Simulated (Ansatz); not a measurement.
**Ga: from a trial structure to a relaxed crystal**

All numbers below come from DFT PBE, scalar-relativistic, plane waves, PAW (Ansatz). Cutoff 420 eV, Γ-centred k mesh, Gaussian smearing, no spin polarisation in the final step.

The start puts Ga on the sites of a reported O cell (C2/m, No. 12), at a guessed volume.

```xyz
2
Lattice="2.9358 -1.8632 0.0000 2.9358 1.8632 0.0000 -2.1354 0.0000 4.0731" Properties=species:S:1:pos:R:3 pbc="T T T"
Ga    0.0491    0.0000    0.6232
Ga    3.6872    0.0000    3.4499
```

Cell and atoms relax at zero pressure; the relaxation can't lower the symmetry of the start. After a coarse first stage the cell is made exact in the group found at 0.06 Å.

Energies count from the standard state of Ga at the same level.

Question: Which crystal results?

Answer: It keeps C2/m (No. 12), but not the shape of the type it started on. Conventional cell: a = 3.971 Å, b = 3.970 Å, c = 5.254 Å, β = 109.6°. Ga has 9 Ga at 2.72–3.03 Å.

```cif
data_structure
_symmetry_space_group_name_H-M 'C2/m'
_symmetry_Int_Tables_number 12
_cell_length_a 3.9712
_cell_length_b 3.9698
_cell_length_c 5.2537
_cell_angle_alpha 90.000
_cell_angle_beta 109.580
_cell_angle_gamma 90.000
_cell_volume 78.03
loop_
_atom_site_label
_atom_site_type_symbol
_atom_site_symmetry_multiplicity
_atom_site_Wyckoff_symbol
_atom_site_fract_x
_atom_site_fract_y
_atom_site_fract_z
_atom_site_occupancy
Ga1 Ga 4 i 0.15607 0.00000 0.27381 1
```

Question: What are its volume, energy, density and gap?

Answer: The volume per atom is 19.51 Å³, the density is 5.93 g/cm³ and the energy over the standard structure is 0.03 eV/atom. The gap on the 20×20×12 mesh is 0 eV (a metal).

The final run used a 20×20×12 mesh on its 2-atom cell and 0.10 eV smearing. The k mesh leaves about 4 meV/atom of noise in metals. Symmetry constrained the relaxation, so the result can be a saddle point. The steps took of the order of 12 core-minutes in all.